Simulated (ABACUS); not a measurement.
# C in ABACUS: equation of state

Aim: energy against volume of C in PBE, for its equilibrium volume and stiffness.

Everything below comes from runs of ABACUS 3.10.1. Logs are shortened: lines on timing, memory, paths and dates and some standing lists are left out, and cuts for length are marked.

### Step 1. The structure

The cell holds a slab with vacuum, 2 atoms: a = 2.456 Å, b = 2.456 Å, c = 8.524 Å, α = 90.00°, β = 90.00°, γ = 120.00°.

### Step 2. Equation of state, PBE, 20.93 Å³/atom (volume scaled by 0.94)

INPUT reads:

```
INPUT_PARAMETERS
suffix              C
calculation         scf
basis_type          pw
pseudo_dir          ./
symmetry            1
dft_functional      pbe
ecutwfc             82
pseudo_rcut         10
nspin               1
nbands              8
ks_solver           dav
smearing_method     fd
smearing_sigma      0.00367493
scf_thr             1e-08
scf_nmax            100
mixing_type         broyden
mixing_beta         0.7
cal_force           1
cal_stress          1
kpar                4
```

STRU reads:

```
ATOMIC_SPECIES
C 12.0110 C.upf

LATTICE_CONSTANT
1.8897261246

LATTICE_VECTORS
2.4060301715 0.0000000000 0.0000000000
-1.2030150858 2.0836832508 0.0000000000
0.0000000000 0.0000000000 8.3497993649

ATOMIC_POSITIONS
Direct

C
0.0
2
0.6666666667 0.3333333333 0.0000000000 1 1 1
0.3333333333 0.6666666667 0.0000000000 1 1 1
```

KPT reads:

```
K_POINTS
0
Gamma
12 12 3 0 0 0
```

Potentials or basis: PseudoDojo NC SR 0.4.1 PBE standard, plane waves.

The run is started by

```
$ OMP_NUM_THREADS=1 mpirun -np 4 abacus > log
```

running log:

```text
ABACUS v3.10.1

               Atomic-orbital Based Ab-initio Computation at UStc

 ------------------------------------------------------------------------------------

 READING GENERAL INFORMATION
                           global_out_dir = OUT.C/
                           global_in_card = INPUT
                               pseudo_dir = ./
                              orbital_dir =
                                    DSIZE = 4
                                    GSIZE = 1

 READING UNITCELL INFORMATION
                                    ntype = 1
                  lattice constant (Bohr) = 1.88973
              lattice constant (Angstrom) = 1

 READING ATOM TYPE 1
                               atom label = C
                      L=0, number of zeta = 1
                      L=1, number of zeta = 1
                      L=2, number of zeta = 1
             number of atom for this type = 2

                        TOTAL ATOM NUMBER = 2
DIRECT COORDINATES
    atom                   x                   y                   z     mag                  vx                  vy                  vz
taud_C1            0.6666666667        0.3333333333        0.0000000000  0.0000        0.0000000000        0.0000000000        0.0000000000
taud_C2            0.3333333333        0.6666666667        0.0000000000  0.0000        0.0000000000        0.0000000000        0.0000000000

                          Volume (Bohr^3) = 282.492
                             Volume (A^3) = 41.8609

 Lattice vectors: (Cartesian coordinate: in unit of a_0)
             +2.40603                  +0                  +0
             -1.20302            +2.08368                  +0
                   +0                  +0             +8.3498
 Reciprocal vectors: (Cartesian coordinate: in unit of 2 pi/a_0)
            +0.415622            +0.23996                  -0
                   -0           +0.479919                  -0
                   +0                  -0           +0.119763
 The esolver type has been set to : ksdft_pw

                PAO radial cut off (Bohr) = 10

 Read in pseudopotential file is C.upf
                     pseudopotential type = NC
          exchange-correlation functional = PBE
                 nonlocal core correction = 1
                        valence electrons = 4
                                     lmax = 1
                           number of zeta = 2
                     number of projectors = 4
                           L of projector = 0
                           L of projector = 0
                           L of projector = 1
                           L of projector = 1
     initial pseudo atomic orbital number = 8

 SETUP THE ELECTRONS NUMBER
             electron number of element C = 4
       total electron number of element C = 8
            AUTOSET number of electrons:  = 8
                           occupied bands = 4
                                   NBANDS = 8
                                   NLOCAL = 18

 SETUP THE PLANE WAVE BASIS
 energy cutoff for charge/potential (unit:Ry) = 328
            fft grid for charge/potential = [ 27, 27, 96 ]
                        fft grid division = [ 1, 1, 1 ]
        big fft grid for charge/potential = [ 27, 27, 96 ]
                                     nbxx = 69984
                                     nrxx = 69984

 SETUP PLANE WAVES FOR CHARGE/POTENTIAL
                    number of plane waves = 28225
                         number of sticks = 463

 PARALLEL PW FOR CHARGE/POTENTIAL
     PROC   COLUMNS(POT)             PW
        1            463          28225
 --------------- sum -------------------
        1            463          28225
                            number of |g| = 1479
                                  max |g| = 29.6695
                                  min |g| = 0

----------- Double Check Mixing Parameters Begin ------------
mixing_type: broyden
mixing_beta: 0.7
mixing_gg0: 1
mixing_gg0_min: 0.1
mixing_ndim: 8
----------- Double Check Mixing Parameters End ------------

 LATTICE VECTORS: (CARTESIAN COORDINATE: IN UNIT OF A0)
             +2.40603                  +0                  +0
             -1.20302            +2.08368                  +0
                   +0                  +0             +8.3498
                       right hand lattice = 1
                                   NORM_A = 2.40603
                                   NORM_B = 2.40603
                                   NORM_C = 8.3498
                           ALPHA (DEGREE) = 90
                           BETA  (DEGREE) = 90
                           GAMMA (DEGREE) = 120

 The lattice vectors have been changed (STRU_SIMPLE.cif)

(for optimal symmetric configuration:)
                             BRAVAIS TYPE = 4
                     BRAVAIS LATTICE NAME = 04. Hexagonal cell
                                    ibrav = 4
                                    IBRAV = 4
                                  BRAVAIS = HEXAGONAL CELL
                       LATTICE CONSTANT A = 2.40603
                                C/A RATIO = 3.47036
Original cell was already a primitive cell.
                        ROTATION MATRICES = 24
              PURE POINT GROUP OPERATIONS = 24
                   SPACE GROUP OPERATIONS = 24
                                       C2 = 7
                                       C3 = 2
                                       C4 = 0
                                       C6 = 2
                                       S1 = 7
                                       S3 = 2
                                       S4 = 0
                                       S6 = 2
                              POINT GROUP = D_6h
                                       C2 = 7
                                       C3 = 2
                                       C4 = 0
                                       C6 = 2
                                       S1 = 7
                                       S3 = 2
                                       S4 = 0
                                       S6 = 2
               POINT GROUP IN SPACE GROUP = D_6h

 SETUP K-POINTS
                                    nspin = 1
                   Input type of k points = Monkhorst-Pack(Gamma)
                                   nkstot = 432
                       right hand lattice = 1
(for reciprocal lattice: )
                             BRAVAIS TYPE = 4
                     BRAVAIS LATTICE NAME = 04. Hexagonal cell
                                    ibrav = 4
                       right hand lattice = 1
(for k-lattice: )
                             BRAVAIS TYPE = 4
                     BRAVAIS LATTICE NAME = 04. Hexagonal cell
                                    ibrav = 4
                       right hand lattice = 1
                        ROTATION MATRICES = 24
                               nkstot_ibz = 38
K-POINTS REDUCTION ACCORDING TO SYMMETRY
     IBZ    DIRECT_X    DIRECT_Y    DIRECT_Z  WEIGHT  ibz2bz
       1  0.00000000  0.00000000  0.00000000  0.0023       0
       2 -0.08333333  0.08333333  0.00000000  0.0139       1
       3 -0.16666667  0.16666667  0.00000000  0.0139       2
       4 -0.25000000  0.25000000  0.00000000  0.0139       3
       5 -0.33333333  0.33333333  0.00000000  0.0139       4
       6 -0.41666667  0.41666667  0.00000000  0.0139       5
[... 22 lines left out ...]
      29 -0.25000000  0.33333333  0.33333333  0.0556     159
      30 -0.33333333  0.41666667  0.33333333  0.0556     160
[... 8 further k points ...]

                               nkstot now = 38
[... K-POINTS DIRECT COORDINATES: 38 rows ...]

           k-point number in this process = 10
       minimum distributed K point number = 9
[... stars of the k points ...]

[... K-POINTS CARTESIAN COORDINATES: 10 rows ...]

[... K-POINTS DIRECT COORDINATES: 10 rows ...]

 SETUP PLANE WAVES FOR WAVE FUNCTIONS
     energy cutoff for wavefunc (unit:Ry) = 82
              fft grid for wave functions = [ 27, 27, 96 ]
                    number of plane waves = 5363
                         number of sticks = 151

 PARALLEL PW FOR WAVE FUNCTIONS
     PROC   COLUMNS(POT)             PW
        1            151           5363
 --------------- sum -------------------
        1            151           5363

 SETUP NONLOCAL PSEUDOPOTENTIALS IN PLANE WAVE BASIS
 C non-local projectors:
 projector 1 L=0
 projector 2 L=0
 projector 3 L=1
 projector 4 L=1
      TOTAL NUMBER OF NONLOCAL PROJECTORS = 16

 Init Non-Local PseudoPotential table :
 Init Non-Local-Pseudopotential done.

                                     npwx = 3621

 Make real space PAO into reciprocal space.
       max mesh points in Pseudopotential = 1001
     dq(describe PAO in reciprocal space) = 0.01
                                    max q = 1091

 number of pseudo atomic orbitals for C is 2
WARNING: norm of atomic wavefunction # 2 of atomic type C is 0.999989, renormalized

 -------------------------------------------
 SELF-CONSISTENT
 -------------------------------------------
                                 init_chg = atomic

 PW ALGORITHM --------------- ION=   1  ELEC=   1--------------------------------

 Density error is 0.242990841734
                          Error Threshold = 0.01
----------------------------------------------------------
     Energy           Rydberg                 eV
----------------------------------------------------------
 E_KohnSham     -24.0713973618       -327.5081629431
 E_Harris       -21.0228764633       -286.0309082511
 E_Fermi        -0.2000734541        -2.7221389949
----------------------------------------------------------
[... 75 lines left out ...]
 Density error is 1.22280106939e-09
                          Error Threshold = 2.0015179652e-09
----------------------------------------------------------
     Energy           Rydberg                 eV
----------------------------------------------------------
 E_KohnSham     -24.0889282170       -327.7466824643
 E_KS(sigma->0) -24.0888574596       -327.7457197603
 E_Harris       -24.0888545923       -327.7456807481
 E_band         -5.1719023838        -70.3673419200
 E_one_elec     -72.2728604389       -983.3227127284
 E_Hartree      38.3176350034        521.3381699308
 E_xc           -8.6933767494        -118.2794586530
 E_Ewald        18.5598154828        252.5192443942
 E_entropy(-TS) -0.0001415148        -0.0019254080
 E_descf        0.0000000000         0.0000000000
 E_exx          0.0000000000         0.0000000000
 E_Fermi        0.0480842945         0.6542203894
----------------------------------------------------------

 charge density convergence is achieved
 final etot is -327.74668246 eV
 EFERMI = 0.65422038939 eV

 STATE ENERGY(eV) AND OCCUPATIONS    NSPIN == 1
 1/10 kpoint (Cartesian) = 0.0000 0.0000 0.0000 (3621 pws)
       1       -19.4909     0.00462963
       2       -7.48789     0.00462963
       3       -2.37107     0.00462963
       4       -2.37107     0.00462963
       5        3.39276    7.56701e-27
       6        5.82857    5.26857e-48
       7        7.58612    2.85610e-63
       8        9.54889    2.55487e-80
[... 41 lines left out ...]
 6/10 kpoint (Cartesian) = -0.17318 0.099983 0.0000 (3520 pws)
       1       -15.3240      0.0277778
       2       -11.4271      0.0277778
       3       -5.83520      0.0277778
       4       -2.77304      0.0277778
       5        3.56648    1.40639e-27
       6        8.88903    8.26115e-74
       7        9.28608    2.93944e-77
       8        13.2733        0.00000

[... levels at 4 further k points ...]

------------------------------------------------------------------------------------------
 TOTAL-FORCE (eV/Angstrom)
------------------------------------------------------------------------------------------
                        C1         0.0000000000         0.0000000000         0.0000000000
                        C2         0.0000000000         0.0000000000         0.0000000000
------------------------------------------------------------------------------------------

----------------------------------------------------------------
 TOTAL-STRESS (KBAR)
----------------------------------------------------------------
       136.5622286885         0.0000000033        -0.0000000000
         0.0000000033       136.5622286873        -0.0000000000
        -0.0000000000         0.0000000000        -0.6035902470
----------------------------------------------------------------
 TOTAL-PRESSURE: 90.840289 KBAR

 --------------------------------------------
 !FINAL_ETOT_IS -327.7466824643297514 eV
 --------------------------------------------
```

It took 7.7 s on 4 MPI ranks of Intel Xeon Platinum 8375C at 2.90GHz (Ice Lake), shared host; peak memory 0.32 GiB.

Results:

| Item | Value |
| --- | --- |
| Free energy | -327.7467 eV |
| Band gap on the k mesh | none (metal or under the smearing width) |

### Step 3. Equation of state, PBE, 21.38 Å³/atom (volume scaled by 0.96)

INPUT is that of step 2.

STRU reads:

```
ATOMIC_SPECIES
C 12.0110 C.upf

LATTICE_CONSTANT
1.8897261246

LATTICE_VECTORS
2.4229746043 0.0000000000 0.0000000000
-1.2114873021 2.0983575600 0.0000000000
0.0000000000 0.0000000000 8.4086027063

ATOMIC_POSITIONS
Direct

C
0.0
2
0.6666666667 0.3333333333 0.0000000000 1 1 1
0.3333333333 0.6666666667 0.0000000000 1 1 1
```

KPT is that of step 2.

Potentials or basis: PseudoDojo NC SR 0.4.1 PBE standard, plane waves.

The run is started by

```
$ OMP_NUM_THREADS=1 mpirun -np 4 abacus > log
```

Run time: 12 s. Hardware: 4 MPI ranks of Intel Xeon Platinum 8375C at 2.90GHz (Ice Lake), shared host; peak memory 0.32 GiB.

It converged, with:

| Item | Value |
| --- | --- |
| Free energy | -327.7896 eV |
| Band gap on the k mesh | none (metal or under the smearing width) |

### Step 4. Equation of state, PBE, 21.82 Å³/atom (volume scaled by 0.98)

INPUT is that of step 3.

STRU reads:

```
ATOMIC_SPECIES
C 12.0110 C.upf

LATTICE_CONSTANT
1.8897261246

LATTICE_VECTORS
2.4396853020 0.0000000000 0.0000000000
-1.2198426510 2.1128294488 0.0000000000
0.0000000000 0.0000000000 8.4665949023

ATOMIC_POSITIONS
Direct

C
0.0
2
0.6666666667 0.3333333333 0.0000000000 1 1 1
0.3333333333 0.6666666667 0.0000000000 1 1 1
```

KPT is that of step 3.

The run is started by

```
$ OMP_NUM_THREADS=1 mpirun -np 4 abacus > log
```

Run time: 11 s. Hardware: 4 MPI ranks of Intel Xeon Platinum 8375C at 2.90GHz (Ice Lake), shared host; peak memory 0.32 GiB.

Results (log left out):

```yaml
Free_energy: -327.8175 eV
Band_gap_on_the_k_mesh: none (metal or under the smearing width)
```

### Step 5. Equation of state, PBE, 22.27 Å³/atom

INPUT is that of step 4.

STRU reads:

```
ATOMIC_SPECIES
C 12.0110 C.upf

LATTICE_CONSTANT
1.8897261246

LATTICE_VECTORS
2.4561701622 0.0000000000 0.0000000000
-1.2280850811 2.1271057565 0.0000000000
0.0000000000 0.0000000000 8.5238033600

ATOMIC_POSITIONS
Direct

C
0.0
2
0.6666666667 0.3333333333 0.0000000000 1 1 1
0.3333333333 0.6666666667 0.0000000000 1 1 1
```

KPT is that of step 4.

The run is started by

```
$ OMP_NUM_THREADS=1 mpirun -np 4 abacus > log
```

Run time: 12 s. Hardware: 4 MPI ranks of Intel Xeon Platinum 8375C at 2.90GHz (Ice Lake), shared host; peak memory 0.32 GiB.

Results (log left out):

- Free energy: -327.8317 eV
- Band gap on the k mesh: none (metal or under the smearing width)

### Step 6. Equation of state, PBE, 22.71 Å³/atom (volume scaled by 1.02)

INPUT is that of step 5.

STRU reads:

```
ATOMIC_SPECIES
C 12.0110 C.upf

LATTICE_CONSTANT
1.8897261246

LATTICE_VECTORS
2.4724366638 0.0000000000 0.0000000000
-1.2362183319 2.1411929601 0.0000000000
0.0000000000 0.0000000000 8.5802540340

ATOMIC_POSITIONS
Direct

C
0.0
2
0.6666666667 0.3333333333 0.0000000000 1 1 1
0.3333333333 0.6666666667 0.0000000000 1 1 1
```

KPT is that of step 5.

Potentials or basis: PseudoDojo NC SR 0.4.1 PBE standard, plane waves.

The run is started by

```
$ OMP_NUM_THREADS=1 mpirun -np 4 abacus > log
```

Wall time 10 s (4 MPI ranks of Intel Xeon Platinum 8375C at 2.90GHz (Ice Lake), shared host); peak memory 0.32 GiB.

Results (log left out):

* Free energy: -327.8334 eV
* Band gap on the k mesh: none (metal or under the smearing width)

[end of part 1 of 2]
